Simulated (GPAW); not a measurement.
# Al2O3 (P-3m1) in GPAW: a series of runs

The runs below take Al2O3 through band structure, with RPBE, revPBE, BLYP, r2SCAN.

Everything below comes from runs of GPAW 26.7.0. Logs are shortened: lines on timing, memory, paths and dates and some standing lists are left out, and cuts for length are marked. The log counts tension as positive stress, the text compression.

## 1. Starting point

The structure is trigonal, space group P-3m1 (No. 164). The conventional cell has a = 3.017 Å, b = 3.017 Å, c = 7.575 Å, α = 90.00°, β = 90.00°, γ = 120.00°. Al (site symmetry 3m) has 4 O at 1.68 to 1.84 Å as nearest neighbours. Around O (site symmetry -3m) lie 2 Al at 1.68 Å. Around O (site symmetry 3m) lie 3 Al at 1.84 Å.

Measurements of this composition are mostly on another form, of space group No. 167.

## 2. Band structure, RPBE

The input, run.py:

```python
from ase.dft.bandgap import bandgap
from ase.io import read, write
from ase.units import GPa
from gpaw import GPAW, PW

atoms = read('POSCAR')

calc = GPAW(mode=PW(800),
            xc='RPBE',
            kpts={'size': (7, 7, 3), 'gamma': True},
            occupations={'name': 'fermi-dirac', 'width': 0.05},
            nbands=24,
            convergence={'density': 1e-05, 'energy': 1e-05},
            maxiter=150,
            txt='gpaw.txt')
atoms.calc = calc
energy = atoms.get_potential_energy()
forces = atoms.get_forces()
stress = atoms.get_stress()
calc.write('gs.gpw')
write('result.traj', atoms)
print(f'Energy: {energy:.6f} eV')
print('Forces (eV/A):')
print(forces.round(4))
print('Stress (GPa):', (stress / GPa).round(3))
print('Fermi level:', round(calc.get_fermi_level(), 4), 'eV')
print(f'Gap: {bandgap(calc)[0]:.4f} eV, direct: {bandgap(calc, direct=True)[0]:.4f} eV')

path = atoms.cell.bandpath('GMKGALHA,LM,KH', npoints=60, eps=1e-4)
bs_calc = calc.fixed_density(kpts=path, symmetry='off', nbands=37,
                             convergence={'bands': 'CBM+6.0', 'eigenstates': 1e-6}, txt='bands.txt')
bs = bs_calc.band_structure()
bs.write('bs.json')
print(f'Gap on the path: {bandgap(bs_calc)[0]:.4f} eV')
```

The input, POSCAR:

```
Al2O3
1.0
    3.0174825440      0.0000000000      0.0000000000
   -1.5087412720      2.6132165386      0.0000000000
    0.0000000000      0.0000000000      7.5746360022
Al O
2 3
Direct
    0.0000000000      0.0000000000      0.7220490000
    0.0000000000      0.0000000000      0.2779510000
    0.0000000000      0.0000000000      0.5000000000
    0.6666666667      0.3333333333      0.8005460000
    0.3333333333      0.6666666667      0.1994540000
```

Potentials or basis: the program's PAW data sets (release 1.2.1) made for this functional, pw.

Command:

```console
$ OMP_NUM_THREADS=1 python run.py
```

gpaw.txt:

```text
__  _  _
 | _ |_)|_||  |
 |__||  | ||/\| - 26.7.0

Input parameters:
  mode=PW(ecut=800.0),
  convergence={'density': 1e-05, 'energy': 1e-05},
  kpts=MonkhorstPack(size=(7, 7, 3), gamma=True),
  maxiter=150,
  nbands=24,
  occupations=Occupations(name='fermi-dirac', width=0.05),
  xc=XC(name='RPBE')

Diagonalizing LCAO Hamiltonian
Converting LCAO to pw mode

            O
       Al

       O

       AlO

Atoms  # Å, Bohr magnetons
|   | symbol |         x |        y |        z |    initial magnetic moments |
|---|--------|-----------|----------|----------|-----------------------------|
| 0 |     Al |  0.000000 | 0.000000 | 5.469258 | ( 0.0000,  0.0000,  0.0000) |
| 1 |     Al |  0.000000 | 0.000000 | 2.105378 | ( 0.0000,  0.0000,  0.0000) |
| 2 |      O |  0.000000 | 0.000000 | 3.787318 | ( 0.0000,  0.0000,  0.0000) |
| 3 |      O |  1.508741 | 0.871072 | 6.063845 | ( 0.0000,  0.0000,  0.0000) |
| 4 |      O | -0.000000 | 1.742144 | 1.510791 | ( 0.0000,  0.0000,  0.0000) |

Unit cell  # Å
| periodic |         x |        y |        z |  lengths |     angles |
|----------|-----------|----------|----------|----------|------------|
|      yes |  3.017483 | 0.000000 | 0.000000 | 3.017483 |  90.000000 |
|      yes | -1.508741 | 2.613217 | 0.000000 | 3.017483 |  90.000000 |
|      yes |  0.000000 | 0.000000 | 7.574636 | 7.574636 | 120.000000 |

Number of symmetries: 12
Symmetry operations  # r_c * U_cc + t_c -> r_c
|    | kind |            matrix            |
|----|------|------------------------------|
|  0 |  σ   |  1, 1, 0,  0,-1, 0,  0, 0, 1 |
|  1 |  S6  |  1, 1, 0, -1, 0, 0,  0, 0,-1 |
|  2 |  E   |  1, 0, 0,  0, 1, 0,  0, 0, 1 |
|  3 |  C2  |  1, 0, 0, -1,-1, 0,  0, 0,-1 |
|  4 |  C2  |  0, 1, 0,  1, 0, 0,  0, 0,-1 |
|  5 |  C3  |  0, 1, 0, -1,-1, 0,  0, 0, 1 |
|  6 |  S6  |  0,-1, 0,  1, 1, 0,  0, 0,-1 |
|  7 |  σ   |  0,-1, 0, -1, 0, 0,  0, 0, 1 |
|  8 |  σ   | -1, 0, 0,  1, 1, 0,  0, 0, 1 |
|  9 |  i   | -1, 0, 0,  0,-1, 0,  0, 0,-1 |
| 10 |  C3  | -1,-1, 0,  1, 0, 0,  0, 0, 1 |
| 11 |  C2  | -1,-1, 0,  0, 1, 0,  0, 0,-1 |

BZ-sampling:
  Number of BZ points: 147
  Number of IBZ points: 20

  Monkhorst-Pack size: [7, 7, 3]
  Monkhorst-Pack shift: [0, 0, 0]

K-points  # in reciprocal-cell coordinates
|     |                                coordinates |     weight |
|-----|--------------------------------------------|------------|
|   0 | (  0.00000000,   0.00000000,   0.00000000) | 0.00680272 |
|   1 | (  0.00000000,   0.00000000,   0.33333333) | 0.01360544 |
|   2 | (  0.14285714,   0.00000000,  -0.33333333) | 0.04081633 |
|   3 | (  0.14285714,   0.00000000,   0.00000000) | 0.04081633 |
|   4 | (  0.14285714,   0.00000000,   0.33333333) | 0.04081633 |
|   5 | (  0.28571429,  -0.14285714,   0.00000000) | 0.04081633 |
|   6 | (  0.28571429,  -0.14285714,   0.33333333) | 0.08163265 |
|   7 | (  0.28571429,   0.00000000,  -0.33333333) | 0.04081633 |
|   8 | (  0.28571429,   0.00000000,   0.00000000) | 0.04081633 |
|   9 | (  0.28571429,   0.00000000,   0.33333333) | 0.04081633 |
| ... |                                            |            |
|  19 | (  0.42857143,   0.42857143,   0.33333333) | 0.08163265 |

Plane wave coefficients: 3082
Cutoff: 800.0 eV

Spin-components: 1 (collinear spins)
Bands:           24
Projectors:      25
Spin-degeneracy: 2
Datatype:        complex128

Parallelization:
  kpt:    1
  domain: 1
  band:   1

Density:
  Valence electrons: 24.0
  Components: 1
  Grid points: [20 20 50]
  Charge: 0.0  # |e|

Potential:
  Grid points: [20 20 50]

species:
  Al:
    name:    Aluminium
    Z:       13.0
    valence: 3
    core:    10
    charge:  0.0  # [|e|]
    compensation charges:
      type: gauss
      rc: 0.34  # [Å]
      lmax: 2
    cutoffs:
      filter: 1.91  # [Å]
      core: 2.36  # [Å]
    projectors
    | kind |    occ | energy [eV] | rcut [Å] |
    |------|--------|-------------|----------|
    |   3s |  2.000 |      -7.732 |    1.085 |
    |   3p |  1.000 |      -2.717 |    1.085 |
    |    s |        |      19.479 |    1.085 |
    |    p |        |      24.495 |    1.085 |
    |    d |        |       0.000 |    1.085 |

    Using partial waves for Al as LCAO basis

  O:
    name:    Oxygen
    Z:       8.0
    valence: 6
    core:    2
    charge:  0.0  # [|e|]
    compensation charges:
      type: gauss
      rc: 0.21  # [Å]
      lmax: 2
    cutoffs:
      filter: 1.17  # [Å]
      core: 0.83  # [Å]
    projectors
    | kind |    occ | energy [eV] | rcut [Å] |
    |------|--------|-------------|----------|
    |   2s |  2.000 |     -24.041 |    0.688 |
    |   2p |  4.000 |      -8.984 |    0.598 |
    |    s |        |       3.170 |    0.688 |
    |    p |        |      18.228 |    0.598 |
    |    d |        |       0.000 |    0.619 |

    Using partial waves for O as LCAO basis

Reference energy: -19342.184906  # eV

eigensolver:
  PPCG
  Converge bands: occupied
  niter=2

density mixing:
  MSR1-Mixer
  Pratt-step length: 0.05
  Maximum mixing coefficient: 0.75
  Old densities: 10
  SVD Regularization: 0.005
  Good broyden scale: 1.0
  Trust region scale: 1.0
  Backstep threshold: 4.0
  History deletion threshold: 6.0
  Fourier metric: weight=20.0, sigma=0.015

occupation numbers:
  Fermi-Dirac:
    width: 0.0500  # eV

poisson solver:
  ecut: 6400.0  # eV

xc functional:
  name: RPBE with 2 nearest neighbor stencil

convergence criteria:
- Maximum integral of absolute [dens]ity change: 1e-05 electrons / valence electron
- Maximum [total energy] change in last 3 cyles: 1e-05 eV / valence electron
- Maximum integral of absolute [eigenst]ate change: 4e-08 eV^2 / valence electron
maximum number of iterations: 150

SCF iterations
|iter     | |      energy | eigst |  dens |
|---------|-|-------------|-------|-------|
|iter:   1| |  -39.529720 | -0.10 |       |
|iter:   2| |  -38.266844 | -1.92 | -0.66 |
|iter:   3| |  -34.747850 | -0.86 | -0.71 |
|iter:   4| |  -34.817232 | -2.81 | -1.27 |
|iter:   5| |  -34.861744 | -3.07 | -1.54 |
|iter:   6| |  -34.860050 | -3.76 | -2.21 |
|iter:   7| |  -34.860338 | -5.08 | -2.73 |
|iter:   8| |  -34.860410 | -5.84 | -3.12 |
|iter:   9| |  -34.860413c| -7.12 | -3.89 |
|iter:  10| |  -34.860413c| -8.01c| -4.43 |
|iter:  11| |  -34.860413c| -7.75c| -5.08c|

Converged in 11 steps
Energy contributions relative to reference atoms: (reference = -19342.184906)

Energy contributions:
  Kinetic:          43.637338
  Coulomb:         -40.704686
  Zero:              0.701415
  External:          0.000000
  Xc:              -38.494480
  Entropy:          -0.000000
  Spinorbit:         0.000000
  ----------------------------
  Free energy:     -34.860413
  Extrapolated:    -34.860413

dipole moment: (-9.329635, -16.159401, -0.000001)  # |e|*Ang

Fermi level: 5.226
Eigenvalues  # (at kpt = [0.000, 0.000, 0.000])
| band index |      eig [eV] | occ [0-2] |
|------------|---------------|-----------|
|          0 |       -15.583 |     2.000 |
|        ... |               |           |
|          4 |        -0.373 |     2.000 |
|          5 |         0.363 |     2.000 |
|          6 |         0.363 |     2.000 |
|          7 |         0.377 |     2.000 |
|          8 |         0.377 |     2.000 |
|          9 |         1.743 |     2.000 |
[... 8 lines left out ...]
|         18 |        16.301 |     0.000 |
|         19 |        16.668 |     0.000 |
|        ... |               |           |
|         23 |        21.255 |     0.000 |

Gap: 2.454 eV
Transition (v -> c):
  (s=0, k=0, n=11, [0.00, 0.00, 0.00]) -> (s=0, k=0, n=12, [0.00, 0.00, 0.00])
No difference between direct/indirect transitions

Forces  # eV/Ang
|        x |        y |        z |
|----------|----------|----------|
|  0.00000 |  0.00000 |  0.07427 |  # Al   0
| -0.00000 | -0.00000 | -0.07427 |  # Al   1
|  0.00000 |  0.00000 |  0.00000 |  # O    2
| -0.00000 | -0.00000 |  0.18913 |  # O    3
|  0.00000 |  0.00000 | -0.18913 |  # O    4

Stress tensor  # eV/Ang^3
|         x |         y |         z |
|-----------|-----------|-----------|
| -0.027546 |  0.000000 |  0.000000 |
|  0.000000 | -0.027546 |  0.000000 |
|  0.000000 |  0.000000 | -0.038538 |

# Writing to gs.gpw (mode='')
```

It took 55 s on 1 thread of Arm Neoverse V2, shared host; peak memory 0.37 GiB.

What came out:

| Quantity | Value |
| --- | --- |
| Free energy | -34.8604 eV |
| Pressure | 5.0 GPa |
| Largest force | 0.189 eV/Å |
| Band gap on the k mesh | 2.45 eV, direct |
| Band gap along the path | 2.45 eV, direct |

Forces in eV/Å, atoms in the order of the input:
```
Al   0.000  0.000  0.074
Al   0.000  0.000 -0.074
O    0.000  0.000  0.000
O    0.000  0.000  0.189
O    0.000  0.000 -0.189
```

Levels at the corners of the path, in eV from the valence-band top:
```tsv
point	band 9	band 10	band 11	band 12	band 13	band 14	band 15
Γ	-3.71	-2.34	0.00	0.00	2.45	4.41	7.54
M	-3.52	-3.12	-1.74	-0.48	4.74	6.32	8.37
K	-3.48	-3.48	-1.39	-1.39	6.83	6.83	7.97
Γ	-3.71	-2.34	0.00	0.00	2.45	4.41	7.54
A	-3.67	-3.06	0.00	0.00	3.40	3.45	8.29
L	-3.41	-3.34	-1.68	-0.47	5.16	5.76	8.28
H	-3.42	-3.42	-1.46	-1.46	6.85	6.85	7.99
A	-3.67	-3.06	0.00	0.00	3.40	3.45	8.29
L	-3.41	-3.34	-1.68	-0.47	5.16	5.76	8.28
M	-3.52	-3.12	-1.74	-0.48	4.74	6.32	8.37
K	-3.48	-3.48	-1.39	-1.39	6.83	6.83	7.97
H	-3.42	-3.42	-1.46	-1.46	6.85	6.85	7.99
```

## 3. Band structure, revPBE

Changes to run.py since step 2:

```diff
@@ -2,9 +2,10 @@
 from ase.io import read, write
-from ase.units import GPa
+from ase.units import Bohr, GPa
 from gpaw import GPAW, PW
+from gpaw.elf import elf_from_dft_calculation
 
-atoms = read('POSCAR')
+atoms = read('Al2O3.xyz')
 
 calc = GPAW(mode=PW(800),
-            xc='RPBE',
+            xc='revPBE',
             kpts={'size': (7, 7, 3), 'gamma': True},
@@ -28,2 +29,7 @@
 
+# fields on the real-space grid
+write('density.cube', atoms, data=calc.get_pseudo_density() * Bohr**3)
+write('potential.cube', atoms, data=calc.get_electrostatic_potential())
+write('elf.cube', atoms, data=elf_from_dft_calculation(calc).data)
+
 path = atoms.cell.bandpath('GMKGALHA,LM,KH', npoints=60, eps=1e-4)
```

The input, Al2O3.xyz:

```xyz
5
Lattice="3.0174825440 0.0000000000 0.0000000000 -1.5087412720 2.6132165386 0.0000000000 0.0000000000 0.0000000000 7.5746360022" Properties=species:S:1:pos:R:3 pbc="T T T"
Al     0.0000000000      0.0000000000      5.4692583508
Al     0.0000000000      0.0000000000      2.1053776514
O      0.0000000000      0.0000000000      3.7873180011
O      1.5087412722      0.8710721794      6.0638445530
O     -0.0000000002      1.7421443592      1.5107914492
```

Potentials or basis: the program's PAW data sets (release 1.2.1) made for this functional, pw.

Command:

```console
$ OMP_NUM_THREADS=1 python run.py
```

It took 56 s on 1 thread of Arm Neoverse V2, shared host; peak memory 0.38 GiB.

Results (log left out):

* Free energy: -35.0593 eV
* Pressure: 4.1 GPa
* Largest force: 0.151 eV/Å
* Band gap on the k mesh: 2.43 eV, direct
* Band gap along the path: 2.43 eV, direct

Forces in eV/Å, atoms in the order of the input:
```
Al   0.000  0.000  0.062
Al   0.000  0.000 -0.062
O    0.000  0.000  0.000
O    0.000  0.000  0.151
O    0.000  0.000 -0.151
```

Stress tensor (GPa, compression positive):
```
3.56 0.00 0.00
0.00 3.56 0.00
0.00 0.00 5.32
```

Levels at the corners of the path, in eV from the valence-band top:
```
point  band 10  band 11  band 12  band 13  band 14  band 15
    Γ    -2.34     0.00     0.00     2.43     4.39     7.51
    M    -3.12    -1.74    -0.48     4.72     6.30     8.33
    K    -3.48    -1.39    -1.39     6.81     6.81     7.93
    Γ    -2.34     0.00     0.00     2.43     4.39     7.51
    A    -3.07     0.00     0.00     3.38     3.43     8.26
    L    -3.34    -1.68    -0.47     5.14     5.74     8.25
    H    -3.42    -1.46    -1.46     6.83     6.83     7.95
    A    -3.07     0.00     0.00     3.38     3.43     8.26
    L    -3.34    -1.68    -0.47     5.14     5.74     8.25
    M    -3.12    -1.74    -0.48     4.72     6.30     8.33
    K    -3.48    -1.39    -1.39     6.81     6.81     7.93
    H    -3.42    -1.46    -1.46     6.83     6.83     7.95
```

As with any semilocal functional, this revPBE gap is likely too small.

## 4. Band structure, BLYP

Changes to run.py since step 3:

```diff
@@ -2,10 +2,11 @@
 from ase.io import read, write
-from ase.units import Bohr, GPa
-from gpaw import GPAW, PW
-from gpaw.elf import elf_from_dft_calculation
+from ase.units import GPa
+from gpaw import GPAW, PW, setup_paths
 
-atoms = read('Al2O3.xyz')
+setup_paths.insert(0, '.')
+
+atoms = read('POSCAR')
 
 calc = GPAW(mode=PW(800),
-            xc='revPBE',
+            xc='BLYP',
             kpts={'size': (7, 7, 3), 'gamma': True},
@@ -14,2 +15,3 @@
             convergence={'density': 1e-05, 'energy': 1e-05},
+            eigensolver='davidson',
             maxiter=150,
@@ -29,7 +31,2 @@
 
-# fields on the real-space grid
-write('density.cube', atoms, data=calc.get_pseudo_density() * Bohr**3)
-write('potential.cube', atoms, data=calc.get_electrostatic_potential())
-write('elf.cube', atoms, data=elf_from_dft_calculation(calc).data)
-
 path = atoms.cell.bandpath('GMKGALHA,LM,KH', npoints=60, eps=1e-4)
```

POSCAR is that of step 2.

Potentials or basis: PAW data sets generated in the run's folder for this functional, pw.

Command:

```console
$ gpaw-setup -f BLYP Al O
$ OMP_NUM_THREADS=1 python run.py
```

Wall time 49 s (1 thread of Arm Neoverse V2, shared host); peak memory 0.36 GiB.

It converged, with:

| Quantity | Value |
| --- | --- |
| Free energy | -35.2821 eV |
| Pressure | 2.8 GPa |
| Largest force | 0.162 eV/Å |
| Band gap on the k mesh | 2.54 eV, direct |
| Band gap along the path | 2.54 eV, direct |

Forces on the atoms (eV/Å):
```
Al   0.000  0.000  0.162
Al   0.000  0.000 -0.162
O    0.000  0.000  0.000
O    0.000  0.000 -0.094
O    0.000  0.000  0.094
```

Stress tensor (GPa, compression positive):
```
2.83 0.00 0.00
0.00 2.83 0.00
0.00 0.00 2.74
```

Levels at the corners of the path, in eV from the valence-band top:
```
point  band 8  band 9  band 10  band 11  band 12  band 13  band 14  band 15
    Γ   -3.70   -3.70    -2.34     0.00     0.00     2.54     4.51     7.57
    M   -4.27   -3.52    -3.09    -1.74    -0.48     4.88     6.44     8.37
    K   -3.53   -3.45    -3.45    -1.38    -1.38     7.05     7.05     7.88
    Γ   -3.70   -3.70    -2.34     0.00     0.00     2.54     4.51     7.57
    A   -3.69   -3.61    -3.09     0.00     0.00     3.44     3.58     8.34
    L   -4.31   -3.40    -3.31    -1.67    -0.47     5.33     5.84     8.26
    H   -3.58   -3.39    -3.39    -1.46    -1.46     7.06     7.06     7.89
    A   -3.69   -3.61    -3.09     0.00     0.00     3.44     3.58     8.34
    L   -4.31   -3.40    -3.31    -1.67    -0.47     5.33     5.84     8.26
    M   -4.27   -3.52    -3.09    -1.74    -0.48     4.88     6.44     8.37
    K   -3.53   -3.45    -3.45    -1.38    -1.38     7.05     7.05     7.88
    H   -3.58   -3.39    -3.39    -1.46    -1.46     7.06     7.06     7.89
```

## 5. Band structure, r2SCAN

Changes to run.py since step 4:

```diff
@@ -1,12 +1,20 @@
+from ase import Atoms
 from ase.dft.bandgap import bandgap
-from ase.io import read, write
+from ase.io import write
 from ase.units import GPa
-from gpaw import GPAW, PW, setup_paths
+from gpaw import GPAW, PW
 
-setup_paths.insert(0, '.')
-
-atoms = read('POSCAR')
+atoms = Atoms(['Al', 'Al', 'O', 'O', 'O'],
+              cell=[[3.017482544, 0.0, 0.0],
+                    [-1.508741272, 2.6132165386, 0.0],
+                    [0.0, 0.0, 7.5746360022]],
+              scaled_positions=[[0.0, 0.0, 0.722049],
+                                [0.0, 0.0, 0.277951],
+                                [0.0, 0.0, 0.5],
+                                [0.6666666667, 0.3333333333, 0.800546],
+                                [0.3333333333, 0.6666666667, 0.199454]],
+              pbc=True)
 
 calc = GPAW(mode=PW(800),
-            xc='BLYP',
+            xc='MGGA_X_R2SCAN+MGGA_C_R2SCAN',
             kpts={'size': (7, 7, 3), 'gamma': True},
@@ -15,3 +23,2 @@
             convergence={'density': 1e-05, 'energy': 1e-05},
-            eigensolver='davidson',
             maxiter=150,
```

Potentials or basis: GPAW PAW data sets (gpaw-data 1.2.1), pw.

Command:

```console
$ OMP_NUM_THREADS=1 python run.py
```

It took 2.4 min on 1 thread of Arm Neoverse V2, shared host; peak memory 0.42 GiB.

The run converged. Its results:

| Item | Value |
| --- | --- |
| Free energy | -46.8062 eV |
| Pressure | -3.9 GPa |
| Largest force | 0.312 eV/Å |
| Band gap on the k mesh | 3.03 eV, direct |
| Band gap along the path | 3.03 eV, direct |

Forces in eV/Å, atoms in the order of the input:
```
Al   0.000  0.000 -0.039
Al   0.000  0.000  0.039
O    0.000  0.000  0.000
O    0.000  0.000 -0.312
O    0.000  0.000  0.312
```

Levels at the corners of the path, in eV from the valence-band top:
| point | band 10 | band 11 | band 12 | band 13 | band 14 | band 15 |
| --- | --- | --- | --- | --- | --- | --- |
| Γ | -2.42 | 0.00 | 0.00 | 3.03 | 5.13 | 8.13 |
| M | -3.20 | -1.79 | -0.49 | 5.37 | 7.06 | 9.06 |
| K | -3.57 | -1.43 | -1.43 | 7.59 | 7.59 | 8.45 |
| Γ | -2.42 | 0.00 | 0.00 | 3.03 | 5.13 | 8.13 |
| A | -3.16 | 0.00 | 0.00 | 3.95 | 4.15 | 9.02 |
| L | -3.43 | -1.73 | -0.49 | 5.87 | 6.38 | 9.05 |
| H | -3.51 | -1.50 | -1.50 | 7.60 | 7.60 | 8.47 |
| A | -3.16 | 0.00 | 0.00 | 3.95 | 4.15 | 9.02 |
| L | -3.43 | -1.73 | -0.49 | 5.87 | 6.38 | 9.05 |
| M | -3.20 | -1.79 | -0.49 | 5.37 | 7.06 | 9.06 |
| K | -3.57 | -1.43 | -1.43 | 7.59 | 7.59 | 8.45 |
| H | -3.51 | -1.50 | -1.50 | 7.60 | 7.60 | 8.47 |

Caveat: the PAW data sets were made with another functional, which shifts forces and pressure a little. r2SCAN opens gaps a little over a GGA but as a rule still falls short of measured ones.

## 6. Overview

```tsv
level	potentials or basis	eigensolver	gap on the mesh (eV)	pressure (GPa)	largest force (eV/Å)
RPBE	the program's PAW data sets (release 1.2.1) made for this functional, pw	-	2.45	5.0	0.19
revPBE	the program's PAW data sets (release 1.2.1) made for this functional, pw	-	2.43	4.1	0.15
BLYP	PAW data sets generated in the run's folder for this functional, pw	davidson	2.54	2.8	0.16
r2SCAN	GPAW PAW data sets (gpaw-data 1.2.1), pw	-	3.03	-3.9	0.31
```

Alike in all rows: task band structure; no spin polarisation; cell as given; k mesh 7 × 7 × 3; cutoff (eV) 800; smearing fermi-dirac 0.05 eV.

Caveats: the PAW data sets were made with another functional, which shifts forces and pressure a little (some runs).

Total energies depend on the potentials used, so only differences within one code and one set of settings carry meaning.
